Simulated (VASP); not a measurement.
PbSe (strained zincblende), PBE single-point calculation: VASP's output and Ansatz's

POSCAR

```
Pb Se
 1.0000000000000000
     0.0000000000000000    3.3988993896999999    3.4232041391000001
     3.3988993896999999    0.0000000000000000    3.4232041391000001
     3.3988993896999999    3.3988993896999999    0.0000000000000000
 Pb  Se
   1   1
Cartesian
  0.0000000000000000  0.0000000000000000  0.0000000000000000
  1.6994496948500000  1.6994496948500000  1.7116020695500000
```

VASP ran with the recommended PBE PAW datasets (20 valence electrons in the cell).

From OUTCAR

```
k-points           NKPTS =     30   k-points in BZ     NKDIM =     30   number of bands    NBANDS=     17

   NELECT =      20.0000    total number of electrons

   dimension x,y,z NGX =    36 NGY =   36 NGZ =   36
   dimension x,y,z NGXF=    72 NGYF=   72 NGZF=   72

  energy-cutoff  :      520.00
  volume of cell :       79.09
      direct lattice vectors                 reciprocal lattice vectors
     0.000000000  3.398899390  3.423204139    -0.147106443  0.147106443  0.146061987
     3.398899390  0.000000000  3.423204139     0.147106443 -0.147106443  0.146061987
     3.398899390  3.398899390  0.000000000     0.147106443  0.147106443 -0.146061987

 k-points in reciprocal lattice and weights: KPOINTS created by Atomic Simulation Env
   0.00000000  0.00000000  0.00000000       0.005
   0.16666667  0.00000000  0.00000000       0.037
   0.33333333 -0.00000000  0.00000000       0.037
   0.50000000  0.00000000  0.00000000       0.019
   0.16666667  0.16666667  0.00000000       0.009
   0.33333333  0.16666667  0.00000000       0.037
   0.50000000  0.16666667  0.00000000       0.037
  -0.33333333  0.16666667  0.00000000       0.037
   ...

 E-fermi :   2.7253

 k-point     1 :       0.0000    0.0000    0.0000
  band No.  band energies     occupation
      1     -14.3436      2.00000
      2     -14.3418      2.00000
      3     -14.3418      2.00000
      4     -14.3100      2.00000
      5     -14.3085      2.00000
      6     -10.4036      2.00000
      7      -3.8906      2.00000
      8       0.7842      2.00000
      9       0.8109      2.00000
     10       0.8109      2.00000
     11       4.5657      0.00000
     12       4.5657      0.00000
     13       4.5860      0.00000
     14       7.1831      0.00000
     15      10.6460      0.00000
     16      10.7376      0.00000
     17      11.4382      0.00000

 k-point     2 :       0.1667    0.0000    0.0000
  band No.  band energies     occupation
      1     -14.3496      2.00000
      2     -14.3405      2.00000
      3     -14.3394      2.00000
      4     -14.3099      2.00000
      5     -14.3083      2.00000
      6     -10.2710      2.00000
      7      -4.2960      2.00000
      8       0.6326      2.00000
      9       0.6540      2.00000
     10       0.7951      2.00000
     11       4.5275      0.00000
     12       4.8287      0.00000
     13       4.8398      0.00000
     14       8.2665      0.00000
     15       9.9446      0.00000
     16       9.9994      0.00000
     17      10.8994      0.00000

 k-point     3 :       0.3333   -0.0000    0.0000
  band No.  band energies     occupation
      1     -14.3636      2.00000
      2     -14.3364      2.00000
      3     -14.3354      2.00000
      4     -14.3087      2.00000
      5     -14.3070      2.00000
      6      -9.9665      2.00000
      7      -5.0653      2.00000
      8       0.3633      2.00000
      9       0.3898      2.00000
     10       0.5727      2.00000
     11       5.2169      0.00000
     12       5.2238      0.00000
     13       5.3548      0.00000
     14       8.9566      0.00000
     15      10.0652      0.00000
     16      10.0772      0.00000
     17      11.3153      0.00000

 k-point     4 :       0.5000    0.0000    0.0000
  band No.  band energies     occupation
      1     -14.3706      2.00000
      2     -14.3348      2.00000
      3     -14.3339      2.00000
      4     -14.3075      2.00000
      5     -14.3058      2.00000
      6      -9.7864      2.00000
      7      -5.4501      2.00000
      8       0.2463      2.00000
      9       0.2752      2.00000
     10       0.4266      2.00000
     11       5.3377      0.00000
     12       5.3495      0.00000
     13       6.1557      0.00000
     14       8.9938      0.00000
     15      10.4169      0.00000
     16      10.8505      0.00000
     17      10.8671      0.00000

 k-point     5 :       0.1667    0.1667    0.0000
  band No.  band energies     occupation
      1     -14.3559      2.00000
      2     -14.3369      2.00000
      3     -14.3369      2.00000
      4     -14.3099      2.00000
      5     -14.3084      2.00000
      6     -10.2268      2.00000
      7      -4.4148      2.00000
      8       0.4089      2.00000
      9       0.4089      2.00000
     10       1.2672      2.00000
     11       3.8757      0.00000
     12       5.2394      0.00000
     13       5.2394      0.00000
     14       8.5543      0.00000
     15       8.8874      0.00000
     16      10.9797      0.00000
     17      12.1946      0.00000

 ...

  Total        0.6121303      0.6121303      0.6067282      0.0000000      0.0000000     -0.0000000
  in kB       12.3998097     12.3998097     12.2903819      0.0000000      0.0000000     -0.0000000
  external PRESSURE =      12.3633338 kB  Pullay stress =       0.0000000 kB

 POSITION                                       TOTAL-FORCE (eV/Angst)
 -----------------------------------------------------------------------------------
      0.00000      0.00000      0.00000        -0.000000     -0.000000     -0.000000
      1.69945      1.69945      1.71160         0.000000      0.000000      0.000000
 -----------------------------------------------------------------------------------
    total drift:                                0.000000      0.000000      0.000000

  FREE ENERGIE OF THE ION-ELECTRON SYSTEM (eV)
  ---------------------------------------------------
  free  energy   TOTEN  =        -7.8272917643 eV

  energy  without entropy=       -7.8272917636  energy(sigma->0) =       -7.82729176
```

The two codes use different PAW datasets and cutoffs. VASP's cell holds 20 valence electrons and Ansatz's 30. Ansatz's stress includes a Pulay correction; VASP's doesn't.

Question: What does Ansatz give for the same cell and level of theory?

Answer: gap between bands v and c 0.57 eV; least direct gap 1.12 eV; pressure 1.2 GPa.

Ansatz printed

```
SCF 1 converged in 6 iterations: F = -17376.250250 eV  dr2 = 2.35e-8
  Residual-converged pass: ⟨swp⟩=1.1  Hψ=693  notcnv=0  max |occ|·‖R‖ = 7.1e-9 eV (tolerance 1.0e-8 eV)  dr2=2.35e-8  dr2_onsite=1.37e-9  max |Δocc| = 4.4e-17
  greatest PAW one-centre occupation: 1.000 electrons in one spin orbital (limit 2), on the Se atom at site 1 (counted from 0), in its partial waves of l = 2
NSCF: frozen V_eff on 8 k-points
SCF converged after 6 iterations
Free energy (F): -17376.250250 eV
Harris-Foulkes:  -17376.250250 eV  (|F-HF|=8.59e-8)
Internal energy: -17376.250250 eV  (E = F + TS)
E sigma→0 (E₀):  -17376.250250 eV
Fermi energy:    5.597512 eV
--- Per-component energies (eV) ---
  E_band       = -529.995640
  E_kinetic    = 405.597718
  E_local      = -4306.139163  (includes V_loc(G=0)·N_el)
  E_nonlocal   = -246.294532
  E_hartree    = 1979.427001
  E_xc         = -325.200149
  E_vxc        = -230.548045  (∫ρ·V_xc dr)
  E_paw        = -12314.298418  (= ΣΔE_a)
  E_vpaw       = -111.460098  (= ΣTr[D̂ρ^β])
  E_aug_tail   = -0.000571  (compensation charges beyond the density's cutoff)
  E_ewald      = -2569.342136
  E_smearing   = -0.000000  (= −TS)
  E_closure    = -0.000000  (closes the sum)
  Σ components = -17376.250250   (vs F -17376.250250, Δ=0.00e0)
--- Forces (eV/Å), atoms counted from 1 ---
  atom   1  Pb    -0.00000000     0.00000000    -0.00000000
  atom   2  Se     0.00000000     0.00000000     0.00000000
  max |Σ_I F_I| component: 2.50e-16 eV/Å
--- Stress (GPa, compression-positive) ---
        1.252681      -0.000000       0.000000
        0.000000       1.252681       0.000000
        0.000000       0.000000       1.241422
  P = ⅓ Tr σ = 1.2489 GPa (12.489 kbar)
--- Band table (eV; the first three rows and the last of 30) ---
  k-point 0: bands = ["-41.6287", "-41.6287", "-41.6277", "-41.6275", "-41.6262", "-11.4795", "-11.4778", "-11.4778", "-11.4457", "-11.4443", "-7.5359", "-1.0098", "3.6529", "3.6796", "3.6796", "7.4379", "7.4379", "7.4582", "10.0566"]
  k-point 1: bands = ["-41.6287", "-41.6287", "-41.6277", "-41.6275", "-41.6262", "-11.4856", "-11.4764", "-11.4754", "-11.4456", "-11.4441", "-7.4036", "-1.4154", "3.5014", "3.5229", "3.6650", "7.3990", "7.7008", "7.7119", "11.1397"]
  k-point 2: bands = ["-41.6287", "-41.6287", "-41.6277", "-41.6275", "-41.6262", "-11.4995", "-11.4723", "-11.4713", "-11.4444", "-11.4428", "-7.0999", "-2.1845", "3.2323", "3.2588", "3.4444", "8.0887", "8.0957", "8.2247", "11.8282"]
  k-point 29: bands = ["-41.6287", "-41.6287", "-41.6277", "-41.6275", "-41.6262", "-11.5265", "-11.4576", "-11.4576", "-11.4509", "-11.4395", "-6.6839", "-2.9427", "2.4375", "2.4375", "4.8298", "5.9531", "10.2454", "10.2454", "11.2571"]
```
